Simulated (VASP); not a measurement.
Write the native input for VASP 6.6.1 that does the following.

* Task: single point
* Functional: PBE
* Potentials or basis: VASP PAW PBE potentials, release 64 (Nb_pv)
* Cutoff: 600 eV
* k mesh: 6 × 6 × 1
* Occupations: fermi-dirac, width 0.05 eV
* Spin: no spin polarisation
* Dipole correction: yes
* Further INCAR settings: ALGO = Normal; EDIFF = 1e-07

The structure of Nb lies in POSCAR:

```
Nb
1.0
    3.3279000000      0.0000000000      0.0000000000
    0.0000000000      3.3279000000      0.0000000000
    0.0000000000      0.0000000000     24.9837000000
Nb
7
Direct
    0.5000000000      0.5000000000      0.3001957276
    0.0000000000      0.0000000000      0.3667971517
    0.5000000000      0.5000000000      0.4333985759
    0.0000000000      0.0000000000      0.5000000000
    0.5000000000      0.5000000000      0.5666014241
    0.0000000000      0.0000000000      0.6332028483
    0.5000000000      0.5000000000      0.6998042724
```

The slab is cut from a database's or a generator's crystal, which needn't be the stable form of the element.

These files were run (other wordings do the same):

INCAR

```
SYSTEM = Nb
PREC = Accurate
ENCUT = 600
EDIFF = 1E-7
ISMEAR = -1
SIGMA = 0.05
LREAL = .False.
LASPH = .True.
NELM = 100
ALGO = Normal
ISIF = 2
LWAVE = .False.
LCHARG = .False.
LDIPOL = .True.
IDIPOL = 3
DIPOL = 0.5 0.5 0.500
GGA = PE
```

KPOINTS

```
Automatic mesh
0
Gamma
  6 6 1
  0 0 0
```

Potentials or basis: VASP PAW PBE potentials, release 64 (Nb_pv).

The run is started by

```bash
$ cat potpaw_PBE.64/Nb_pv/POTCAR > POTCAR
$ mpirun -np 1 vasp_std > vasp.out
```

It gave:

```yaml
Largest_force: 1.208 eV/Å
Band_gap_on_the_k_mesh: none (metal or under the smearing width)
```

It took 8 min on 1 thread of Intel(R) Xeon(R) Platinum 8259CL CPU @ 2.50GHz (Skylake/Cascade Lake), with other jobs on the host, peak memory 0.44 GiB.
